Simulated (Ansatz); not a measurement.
**SnO2: relaxation of the atoms with PBE**

The system is SnO2.

```
CELL_PARAMETERS angstrom
-5.31958 5.31958 1.61623
5.31958 -5.31958 1.61623
5.42704 5.42704 -1.61623
ATOMIC_POSITIONS crystal
Sn 0.35108 0.83107 0.18214
Sn 0.83107 0.64892 0.47999
Sn 0.16893 0.35108 0.52001
Sn 0.64892 0.16893 0.81786
O 0.20560 0.15493 0.36053
O 0.84507 0.20560 0.05067
O 0.79440 0.84507 0.63947
O 0.15493 0.79440 0.94933
O 0.16104 0.54296 0.70400
O 0.54296 0.83896 0.38192
O 0.45704 0.16104 0.61808
O 0.83896 0.45704 0.29600
```

The cell comes from a database or a generator and needn't be the stable form of this composition.

The cell isn't the ideal one: strained by +2 %.

```
Program             : Ansatz 0.2.0
Task                : relaxation of the atoms
Functional          : PBE
Potentials or basis : Ansatz PAW
Cutoff              : 420 eV (not typed: the program's choice for these potentials)
k mesh              : 7 × 7 × 7
Occupations         : fermi-dirac, width 0.05 eV
Spin                : no spin polarisation
```

```yaml
Energy_gained_by_relaxing: 2.1 meV/atom
Ionic_steps: 5
Pressure_after_relaxing: 0.8 GPa
Largest_force_after_relaxing: 0.008 eV/Å
Band_gap_on_the_k_mesh: 1.78 eV, indirect (least direct gap 1.94 eV)
```

Forces in eV/Å, atoms in the order of the input:
```
Sn   0.002  0.004  0.000
Sn  -0.001  0.000  0.000
Sn   0.001  0.000  0.000
Sn  -0.002 -0.004  0.000
O   -0.007  0.002  0.000
O    0.001  0.006  0.000
O    0.007 -0.002  0.000
O   -0.001 -0.006  0.000
O    0.002 -0.003  0.000
O    0.003 -0.003  0.000
O   -0.003  0.003  0.000
O   -0.002  0.003  0.000
```

Stress tensor (GPa, compression positive):
```
 1.09 -0.50  0.00
-0.50  0.85  0.00
 0.00  0.00  0.36
```

The path:
| step | energy change (eV) | largest force (eV/Å) |
| --- | --- | --- |
| 1 | 0.0000 | 0.3134 |
| 2 | -0.0110 | 0.4470 |
| 3 | -0.0231 | 0.0908 |
| 4 | -0.0248 | 0.0407 |
| 5 | -0.0251 | 0.0076 |

Final structure:
```cif
data_structure
_symmetry_space_group_name_H-M 'P 1'
_symmetry_Int_Tables_number 1
_cell_length_a 7.6947
_cell_length_b 7.6947
_cell_length_c 7.8433
_cell_angle_alpha 92.481
_cell_angle_beta 92.481
_cell_angle_gamma 155.750
_cell_volume 186.64
loop_
_atom_site_label
_atom_site_type_symbol
_atom_site_fract_x
_atom_site_fract_y
_atom_site_fract_z
_atom_site_occupancy
Sn1 Sn 0.34903 0.83278 0.18180 1
Sn2 Sn 0.83425 0.64973 0.48397 1
Sn3 Sn 0.16575 0.35027 0.51603 1
Sn4 Sn 0.65097 0.16722 0.81820 1
O1 O 0.20935 0.15633 0.36569 1
O2 O 0.84464 0.20794 0.05257 1
O3 O 0.79065 0.84367 0.63431 1
O4 O 0.15536 0.79206 0.94743 1
O5 O 0.16155 0.54230 0.70385 1
O6 O 0.54098 0.84066 0.38164 1
O7 O 0.45902 0.15934 0.61836 1
O8 O 0.83845 0.45770 0.29615 1
```

Levels at points of the mesh, in eV from the valence-band top:
```
           k point  band 49  band 50  band 51  band 52  band 53  band 54  band 55  band 56
(0.00, 0.00, 0.00)    -0.51    -0.21    -0.19    -0.16     1.78     4.73     4.74     5.11
```

Run time: 2.8 min on 4 threads of Arm Neoverse N1, on a shared host, peak memory 1.1 GiB.

Caveat: odd divisions of the mesh miss points on the zone boundary, where band edges often lie, so the gap on the mesh can be too wide; the pressure holds a Pulay correction of +0.7 GPa for the finite cutoff; spin-orbit coupling is left out, which moves the levels of the heavy elements; the thresholds are loose for stress. A k mesh can miss the band edges.
